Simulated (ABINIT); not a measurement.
Runs of ABINIT 10.8.3 (patched build) on PtSe2 (Sudovikovite). The structure is trigonal, space group P-3m1 (No. 164). The conventional cell has a = 3.724 Å, b = 3.724 Å, c = 5.062 Å, α = 90.00°, β = 90.00°, γ = 120.00°. Pt (site symmetry -3m) has 6 Se at 2.49 Å as nearest neighbours. Around Se (site symmetry 3m) lie 3 Pt at 2.49 Å. 

| task | level | potentials or basis | cutoff (eV) | fine-grid cutoff | dispersion computed by | gap on the mesh (eV) | pressure (GPa) | largest force (eV/Å) |
| --- | --- | --- | --- | --- | --- | --- | --- | --- |
| band structure | PBE | Ansatz NC PBE | 1170 | - | - | none | 7.3 | (a) |
| single point | PBEsol | PseudoDojo NC SR PBEsol v0.4 stringent | 1415 | - | - | none | 1.9 | 0.32 |
| single point | PBEsol | PseudoDojo NC SR PBEsol v0.4.1 standard | 1170 | - | - | none | 2.0 | (b) |
| single point | PBEsol | JTH PAW PBE v2.0 | 435 | 870.764 eV | - | none | 2.9 | 0.45 |

Alike in all rows: no spin polarisation; cell as given; k mesh 8 × 8 × 5; smearing fermi-dirac 0.05 eV.

**Question.** Estimate the missing entries.

**Answer.** (a) 0.60; (b) 0.33.

Caveats: spin-orbit coupling is left out, which moves the levels of the heavy elements (some runs); the PAW data sets were made with another functional, which shifts forces and pressure a little (some runs); the atomic spheres overlap (some runs).

A k mesh can miss the band edges, and the runs leave out spin-orbit coupling on Pt, Se.

A gap of «none» marks a metal or a gap under the smearing width.

The runs don't all hold the same shells in valence.
